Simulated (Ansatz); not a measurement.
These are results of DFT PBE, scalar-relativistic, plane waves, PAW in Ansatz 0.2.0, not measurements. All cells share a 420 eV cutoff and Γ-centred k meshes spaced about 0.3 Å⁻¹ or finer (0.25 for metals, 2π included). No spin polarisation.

This relaxed KF cell comes from a structure search over trial cells.

```
CELL_PARAMETERS angstrom
0.00000 2.71004 2.71004
2.71004 0.00000 2.71004
2.71004 2.71004 0.00000
ATOMIC_POSITIONS crystal
K 0.00000 0.00000 0.00000
F 0.50000 0.50000 0.50000
```

**Question.** Is it a true minimum?

**Answer.** As far as tested, yes. The phonons on a 4×4×4 q mesh of the computed 2-atom cell show no imaginary mode. After random moves of the atoms it relaxes back. The optical modes at Γ lie at 165 cm⁻¹ without the long-range field that lifts LO modes in polar insulators, and the highest mode on the mesh lies at 283 cm⁻¹. The cell is of the rock salt type. K has 6 F at 2.71 Å; around F lie 6 K at 2.71 Å. It has the structure into which a cell as deposited in COD relaxes.

